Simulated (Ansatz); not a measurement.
## Sr: single point with PBE

Crystal: Sr.

```xyz
4
Lattice="-4.1585 4.1585 3.5768 4.1585 -4.1585 3.5768 4.1585 4.1585 -3.5768" Properties=species:S:1:pos:R:3 pbc="T T T"
Sr    1.3772    2.8131    0.0390
Sr    2.8477    1.3947    3.6066
Sr   -1.4033    2.7606    3.5719
Sr    5.5547    1.3577   -0.0008
```

This isn't the form of Sr at room conditions, which is fcc.

The cell isn't the ideal one: atoms moved at random, drawn with an rms of 0.05 Å.

* Program: Ansatz 0.2.0
* Task: single point
* Functional: PBE
* Potentials or basis: Ansatz PAW
* Cutoff: 420 eV (not typed: the program's choice for these potentials)
* k mesh: 5 × 5 × 5
* Occupations: fermi-dirac, width 0.05 eV
* Spin: no spin polarisation

```yaml
Pressure: -0.3 GPa
Largest_force: 0.197 eV/Å
Band_gap_on_the_k_mesh: none (metal or under the smearing width)
```

Forces on the atoms (eV/Å):
```
Sr   0.118 -0.155 -0.030
Sr  -0.179  0.082 -0.006
Sr   0.029  0.005  0.022
Sr   0.032  0.068  0.014
```

Levels at points of the mesh, in eV from the Fermi level:
```
           k point  band 16  band 17  band 18  band 19  band 20  band 21  band 22  band 23  band 24
(0.00, 0.00, 0.00)   -18.62    -3.43    -0.09     0.18     0.22     0.25     0.25     0.37     1.05
```

Wall time 15 s on 2 threads of Arm Neoverse V1 (shared host), peak memory 0.57 GiB.
